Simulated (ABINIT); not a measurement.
# Mo (Im-3m) in ABINIT: notebook

One crystal, Mo, is run at these levels: PBE; tasks: equation of state.

Program: ABINIT 10.8.3 (patched build). These are calculated values, not measurements. Logs are shortened: lines on timing, memory, paths and dates and some standing lists are left out, and cuts for length are marked. The log counts tension as positive stress, the text compression.

**1. The structure**

The structure is cubic, space group Im-3m (No. 229). The conventional cell has a = 3.168 Å, b = 3.168 Å, c = 3.168 Å, α = 90.00°, β = 90.00°, γ = 90.00°. Mo (site symmetry m-3m) has 8 Mo at 2.74 Å as nearest neighbours.

**2. Equation of state, PBE**

run.abi

```
# Datasets: one volume each
ndtset 7
getwfk -1
scalecart1 3*0.9795861087
scalecart2 3*0.9864848297
scalecart3 3*0.9932883884
scalecart4 3*1.0000000000
scalecart5 3*1.0066227096
scalecart6 3*1.0131594038
scalecart7 3*1.0196128224

# Pseudopotentials
pp_dirpath "./"
pseudos "Mo.upf"

# Structure
acell 3*1.0
rprim
    -2.9929651906     2.9929651906     2.9929651906
     2.9929651906    -2.9929651906     2.9929651906
     2.9929651906     2.9929651906    -2.9929651906
ntypat 1
znucl 42
natom 1
typat 1
xred
     0.0000000000     0.0000000000     0.0000000000

# Plane-wave basis
ecut 40.0

# k points
kptopt 1
ngkpt 12 12 12
nshiftk 1
shiftk 0.0 0.0 0.0

# Exchange and correlation
ixc 11

# Bands and occupations
nband 11
occopt 3
tsmear 0.05 eV

# SCF cycle
nstep 100
tolvrs 1.0e-10

# Output
iomode 3
prtwf 1
prtden 0
prteig 0
prtebands 0
enunit 2
```

Potentials or basis: PseudoDojo NC SR PBE v0.5 stringent.

On the command line:

```bash
abinit run.abi > log 2>&1
```

run.abo:

```text
.Version 10.8.3 of ABINIT
 DATASET    1 : space group Im -3 m (#229); Bravais cI (body-center cubic)
================================================================================
 Values of the parameters that define the memory need for DATASET  1.
     intxc =       0    ionmov =       0      iscf =       7    lmnmax =       6
     lnmax =       6     mgfft =      30  mpssoang =       3    mqgrid =    3001
     natom =       1  nloc_mem =       1    nspden =       1   nspinor =       1
    nsppol =       1      nsym =      48    n1xccc =    2501    ntypat =       1
    occopt =       3   xclevel =       2
       mpw =        1236          nfft =       27000          nkpt =          72
================================================================================
================================================================================

 DATASET    2 : space group Im -3 m (#229); Bravais cI (body-center cubic)
================================================================================
 Values of the parameters that define the memory need for DATASET  2.
     intxc =       0    ionmov =       0      iscf =       7    lmnmax =       6
     lnmax =       6     mgfft =      30  mpssoang =       3    mqgrid =    3001
     natom =       1  nloc_mem =       1    nspden =       1   nspinor =       1
    nsppol =       1      nsym =      48    n1xccc =    2501    ntypat =       1
    occopt =       3   xclevel =       2
       mpw =        1260          nfft =       27000          nkpt =          72
================================================================================
================================================================================
[... 49 lines left out ...]
 DATASET    7 : space group Im -3 m (#229); Bravais cI (body-center cubic)
================================================================================
 Values of the parameters that define the memory need for DATASET  7.
     intxc =       0    ionmov =       0      iscf =       7    lmnmax =       6
     lnmax =       6     mgfft =      32  mpssoang =       3    mqgrid =    3001
     natom =       1  nloc_mem =       1    nspden =       1   nspinor =       1
    nsppol =       1      nsym =      48    n1xccc =    2501    ntypat =       1
    occopt =       3   xclevel =       2
       mpw =        1401          nfft =       32768          nkpt =          72
================================================================================
================================================================================

--------------------------------------------------------------------------------
------------- Echo of variables that govern the present computation ------------
--------------------------------------------------------------------------------
 -outvars: echo values of preprocessed input variables --------
            acell      1.0000000000E+00  1.0000000000E+00  1.0000000000E+00 Bohr
              amu      9.59400000E+01
             ecut      4.00000000E+01 Hartree
           enunit           2
           getwfk          -1
                       outvar_i_n : Printing only first  50 k-points.
              ixc          11
           jdtset        1    2    3    4    5    6    7
                       outvar_i_n : Printing only first  50 k-points.
         kptrlatt       12    0    0      0   12    0      0    0   12
          kptrlen1     6.09377138E+01
          kptrlen2     6.13668668E+01
          kptrlen3     6.17901000E+01
          kptrlen4     6.22076133E+01
          kptrlen5     6.26195963E+01
          kptrlen6     6.30262284E+01
          kptrlen7     6.34276802E+01
            natom           1
            nband          11
           ndtset           7
            ngfft1         30      30      30
            ngfft2         30      30      30
            ngfft3         30      30      30
            ngfft4         30      30      30
            ngfft5         30      30      30
            ngfft6         30      30      30
            ngfft7         32      32      32
             nkpt          72
            nstep         100
             nsym          48
           ntypat           1
                       prtocc : prtvol=0, do not print more k-points.
           occopt           3
           prtden           0
        prtebands           0
           prteig           0
            rprim1    -2.9318671245E+00  2.9318671245E+00  2.9318671245E+00
                       2.9318671245E+00 -2.9318671245E+00  2.9318671245E+00
                       2.9318671245E+00  2.9318671245E+00 -2.9318671245E+00
            rprim2    -2.9525147563E+00  2.9525147563E+00  2.9525147563E+00
                       2.9525147563E+00 -2.9525147563E+00  2.9525147563E+00
                       2.9525147563E+00  2.9525147563E+00 -2.9525147563E+00
            rprim3    -2.9728775707E+00  2.9728775707E+00  2.9728775707E+00
                       2.9728775707E+00 -2.9728775707E+00  2.9728775707E+00
                       2.9728775707E+00  2.9728775707E+00 -2.9728775707E+00
            rprim4    -2.9929651906E+00  2.9929651906E+00  2.9929651906E+00
                       2.9929651906E+00 -2.9929651906E+00  2.9929651906E+00
                       2.9929651906E+00  2.9929651906E+00 -2.9929651906E+00
            rprim5    -3.0127867299E+00  3.0127867299E+00  3.0127867299E+00
                       3.0127867299E+00 -3.0127867299E+00  3.0127867299E+00
                       3.0127867299E+00  3.0127867299E+00 -3.0127867299E+00
            rprim6    -3.0323508281E+00  3.0323508281E+00  3.0323508281E+00
                       3.0323508281E+00 -3.0323508281E+00  3.0323508281E+00
                       3.0323508281E+00  3.0323508281E+00 -3.0323508281E+00
            rprim7    -3.0516656853E+00  3.0516656853E+00  3.0516656853E+00
                       3.0516656853E+00 -3.0516656853E+00  3.0516656853E+00
                       3.0516656853E+00  3.0516656853E+00 -3.0516656853E+00
          spgroup         229
           tolvrs      1.00000000E-10
           tsmear      1.83746611E-03 Hartree
            typat      1
                       outvars : Printing only first  50 k-points.
            znucl       42.00000

================================================================================

 chkinp: Checking input parameters for consistency, jdtset=   1.

 chkinp: Checking input parameters for consistency, jdtset=   2.

 chkinp: Checking input parameters for consistency, jdtset=   3.

 chkinp: Checking input parameters for consistency, jdtset=   4.

 chkinp: Checking input parameters for consistency, jdtset=   5.

 chkinp: Checking input parameters for consistency, jdtset=   6.

 chkinp: Checking input parameters for consistency, jdtset=   7.

================================================================================
== DATASET  1 ==================================================================
[... 9 lines left out ...]
 Exchange-correlation functional for the present dataset will be:
  GGA: Perdew-Burke-Ernzerhof functional - ixc=11
  J.P.Perdew, K.Burke, M.Ernzerhof, PRL 77, 3865 (1996)

 Real(R)+Recip(G) space primitive vectors, cartesian coordinates (Bohr,Bohr^-1):
 R(1)= -2.9318671  2.9318671  2.9318671  G(1)=  0.0000000  0.1705398  0.1705398
 R(2)=  2.9318671 -2.9318671  2.9318671  G(2)=  0.1705398  0.0000000  0.1705398
 R(3)=  2.9318671  2.9318671 -2.9318671  G(3)=  0.1705398  0.1705398  0.0000000
 Unit cell volume ucvol=  1.0080750E+02 bohr^3
 Angles (23,13,12)=  1.09471221E+02  1.09471221E+02  1.09471221E+02 degrees

 getcut: wavevector=  0.0000  0.0000  0.0000  ngfft=  30  30  30
         ecut(hartree)=     40.000   => boxcut(ratio)=   2.07501

--- Pseudopotential description ------------------------------------------------
- pspini: atom type   1  psp file is ./Mo.upf
12 -101130 2 -1 1640                          pspcod,pspxc,lmax,lloc,mmax
     nproj     2     2     2

   2.23397132E+02                                ecore*ucvol(ha*bohr**3)
--------------------------------------------------------------------------------

================================================================================

--- !BeginCycle
iteration_state: {dtset: 1, }
solver: {iscf: 7, nstep: 100, nline: 4, wfoptalg: 0, }
tolerances: {tolvrs: 1.00E-10, }
...

     iter   Etot(hartree)      deltaE(h)  residm     vres2
 ETOT  1  -70.238940700077    -7.024E+01 1.519E-01 9.005E+01
 ETOT  2  -70.273777001734    -3.484E-02 3.705E-02 1.800E+01
 ETOT  3  -70.277692676347    -3.916E-03 8.073E-03 1.929E-03
 ETOT  4  -70.277694927913    -2.252E-06 2.448E-03 7.505E-05
 ETOT  5  -70.277694942943    -1.503E-08 7.558E-04 9.682E-08
 ETOT  6  -70.277694942958    -1.440E-11 4.428E-04 4.864E-10
 ETOT  7  -70.277694942958    -7.816E-13 3.186E-04 1.163E-11
[... 974 lines left out ...]
kinetic             :  2.21317274263574E+01
hartree             :  9.44629467769478E+00
xc                  : -1.02706130027069E+01
Ewald energy        : -5.84344608529641E+01
psp_core            :  1.96519992370371E+00
local_psp           : -4.37094288059934E+01
non_local_psp       :  8.59403128172644E+00
internal            : -7.02772493521821E+01
'-kT*entropy'       : -1.01268626945666E-04
total_energy        : -7.02773506208090E+01
total_energy_eV     : -1.91234413208707E+03
band_energy         : -4.73353819360502E+00
...

 Cartesian components of stress tensor (hartree/bohr^3)
  sigma(1 1)=  5.00642042E-04  sigma(3 2)=  0.00000000E+00
  sigma(2 2)=  5.00642042E-04  sigma(3 1)=  0.00000000E+00
  sigma(3 3)=  5.00642042E-04  sigma(2 1)=  0.00000000E+00

-Cartesian components of stress tensor (GPa)         [Pressure= -1.4729E+01 GPa]
- sigma(1 1)=  1.47293974E+01  sigma(3 2)=  0.00000000E+00
- sigma(2 2)=  1.47293974E+01  sigma(3 1)=  0.00000000E+00
- sigma(3 3)=  1.47293974E+01  sigma(2 1)=  0.00000000E+00

== END DATASET(S) ==============================================================
================================================================================

 -outvars: echo values of variables after computation  --------
            acell      1.0000000000E+00  1.0000000000E+00  1.0000000000E+00 Bohr
           etotal1    -7.0277694943E+01
           etotal2    -7.0278645195E+01
           etotal3    -7.0279134629E+01
           etotal4    -7.0279210055E+01
           etotal5    -7.0278913265E+01
           etotal6    -7.0278282119E+01
           etotal7    -7.0277350621E+01
            fcart1    -0.0000000000E+00 -0.0000000000E+00 -0.0000000000E+00
            fcart2    -0.0000000000E+00 -0.0000000000E+00 -0.0000000000E+00
            fcart3    -0.0000000000E+00 -0.0000000000E+00 -0.0000000000E+00
            fcart4    -0.0000000000E+00 -0.0000000000E+00 -0.0000000000E+00
            fcart5    -0.0000000000E+00 -0.0000000000E+00 -0.0000000000E+00
            fcart6    -0.0000000000E+00 -0.0000000000E+00 -0.0000000000E+00
            fcart7    -0.0000000000E+00 -0.0000000000E+00 -0.0000000000E+00
            rprim1    -2.9318671245E+00  2.9318671245E+00  2.9318671245E+00
                       2.9318671245E+00 -2.9318671245E+00  2.9318671245E+00
                       2.9318671245E+00  2.9318671245E+00 -2.9318671245E+00
            rprim2    -2.9525147563E+00  2.9525147563E+00  2.9525147563E+00
                       2.9525147563E+00 -2.9525147563E+00  2.9525147563E+00
                       2.9525147563E+00  2.9525147563E+00 -2.9525147563E+00
            rprim3    -2.9728775707E+00  2.9728775707E+00  2.9728775707E+00
                       2.9728775707E+00 -2.9728775707E+00  2.9728775707E+00
                       2.9728775707E+00  2.9728775707E+00 -2.9728775707E+00
            rprim4    -2.9929651906E+00  2.9929651906E+00  2.9929651906E+00
                       2.9929651906E+00 -2.9929651906E+00  2.9929651906E+00
                       2.9929651906E+00  2.9929651906E+00 -2.9929651906E+00
            rprim5    -3.0127867299E+00  3.0127867299E+00  3.0127867299E+00
                       3.0127867299E+00 -3.0127867299E+00  3.0127867299E+00
                       3.0127867299E+00  3.0127867299E+00 -3.0127867299E+00
            rprim6    -3.0323508281E+00  3.0323508281E+00  3.0323508281E+00
                       3.0323508281E+00 -3.0323508281E+00  3.0323508281E+00
                       3.0323508281E+00  3.0323508281E+00 -3.0323508281E+00
            rprim7    -3.0516656853E+00  3.0516656853E+00  3.0516656853E+00
                       3.0516656853E+00 -3.0516656853E+00  3.0516656853E+00
                       3.0516656853E+00  3.0516656853E+00 -3.0516656853E+00
           strten1    -5.5682882810E-04 -5.5682882810E-04 -5.5682882810E-04
                       0.0000000000E+00  0.0000000000E+00  0.0000000000E+00
           strten2    -3.3038718998E-04 -3.3038718998E-04 -3.3038718998E-04
                       0.0000000000E+00  0.0000000000E+00  0.0000000000E+00
           strten3    -1.2688694279E-04 -1.2688694279E-04 -1.2688694279E-04
                       0.0000000000E+00  0.0000000000E+00  0.0000000000E+00
           strten4     5.6001778580E-05  5.6001778580E-05  5.6001778580E-05
                       0.0000000000E+00  0.0000000000E+00  0.0000000000E+00
           strten5     2.2038870745E-04  2.2038870745E-04  2.2038870745E-04
                       0.0000000000E+00  0.0000000000E+00  0.0000000000E+00
           strten6     3.6806260395E-04  3.6806260395E-04  3.6806260395E-04
                       0.0000000000E+00  0.0000000000E+00  0.0000000000E+00
           strten7     5.0064204167E-04  5.0064204167E-04  5.0064204167E-04
                       0.0000000000E+00  0.0000000000E+00  0.0000000000E+00
 Calculation completed.
```

Run time: 2.1 min. Hardware: 1 thread of Arm Neoverse V1, shared host; peak memory 0.1 GiB.

What came out:

```yaml
Equilibrium_volume: 15.79 Å³/atom
Bulk_modulus: 262 GPa
Pressure_derivative_of_the_bulk_modulus: 4.3
```

Energy against volume, from the lowest point:
```
volume (Å³/atom)  energy (meV/atom)
          14.938              41.23
          15.256              15.37
          15.574               2.05
          15.892               0.00
          16.209               8.08
          16.527              25.25
          16.845              50.60
```

Caveat: pressures at fixed basis lie under the slope of the energies.

**3. Equation of state, PBE**

run.abi: that of step 2 with these lines changed.

```diff
@@ -13,3 +13,3 @@
 pp_dirpath "./"
-pseudos "Mo.upf"
+pseudos "Mo_ONCV_PBE-1.2.upf"
 
@@ -29,3 +29,3 @@
 # Plane-wave basis
-ecut 40.0
+ecut 18.0
```

Potentials or basis: SG15 NC PBE v1.2.

On the command line:

```bash
abinit run.abi > log 2>&1
```

It took 39 s on 1 thread of Arm Neoverse V1, shared host; peak memory 0.09 GiB.

Results (log left out):

| Item | Value |
| --- | --- |
| Equilibrium volume | 15.77 Å³/atom |
| Bulk modulus | 263 GPa |
| Pressure derivative of the bulk modulus | 4.3 |

Energy against volume, from the lowest point:
```csv
volume (Å³/atom),energy (meV/atom)
14.938,39.02
15.256,13.96
15.574,1.37
15.892,0.00
16.209,8.70
16.527,26.60
16.845,52.53
```

Caveat: pressures at fixed basis lie under the slope of the energies.

(Continued in part 2 of 2.)
